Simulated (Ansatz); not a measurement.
# ZrS and the effect of the functional

The cell as given:

It takes space group Fm-3m (No. 225, cubic). Conventional cell: a = 5.250 Å, b = 5.250 Å, c = 5.250 Å, α = 90.00°, β = 90.00°, γ = 90.00°. Around Zr (site symmetry m-3m) lie 6 S at 2.62 Å. S (site symmetry m-3m) has 6 Zr at 2.62 Å as nearest neighbours.

Kept alike: task relaxation of cell and atoms; k mesh 9 × 9 × 9; occupations fermi-dirac, width 0.05 eV; no spin polarisation. Program: Ansatz, Ansatz PAW. Cutoffs run from 420 to 500 eV. The mesh is that of the run's cell of 2 atoms. No spin-orbit coupling.

```csv
functional,volume (Å³/atom)
BLYP,18.877
LDA,16.905
PBEsol,17.228
r2SCAN,17.828
```

The relaxations keep at least the cell's symmetry (Fm-3m). For a metal such a mesh leaves the last digits unconverged. Relaxations stop with a little pressure left, so the last digits of a volume or edge aren't settled. All rows use potentials made for PBE.

The volume runs from 16.905 (LDA) to 18.877 Å³/atom (BLYP).
